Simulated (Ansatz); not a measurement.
**InN: uniaxial strain ε_zz = −0.99 %**

Base system: InN in the zinc blende structure (space group F-43m, No. 216; a = 5.000 Å). Axes: x, y, z lie along the cube axes.

One thing is altered: uniaxial strain ε_zz = −0.99 %, all other strain components held at zero; the atoms relax in the strained cell.

All numbers come from Ansatz (a first-principles code) r2SCAN, without spin-orbit coupling, earlier PAW set. Settings: 11×11×11 k-points, 0.05 eV Fermi–Dirac smearing.

The volume per atom falls by 0.15 Å³ to 15.47 Å³ and the space group changes from F-43m (No. 216) to I-4m2 (No. 119). The energy goes up by 0.9 meV/atom and the pressure (mean of the normal stresses, compression positive) goes from zero to 1.4 GPa. The band gap stays zero and the stress (xx, yy, zz, yz, xz, xy; compression positive) amounts to (1.2, 1.2, 1.8, 0.0, 0.0, 0.0) GPa (rough).

Cost of the whole job for the changed cell (relaxation, final SCF and bands): around 30 core-seconds (rough).

Without a gap, meshes like the base's 11×11×11 leave anisotropic stresses uncertain by several tenths of a GPa, and small strain energies with them. No phonon test of stability was made. All final runs are without spin polarisation. Gaps under 0.05 eV, about the width of the smearing, are given as zero. This is not the structure that InN has at room temperature and ambient pressure. A zero or small gap of InN can be the functional's error rather than a property of the material.
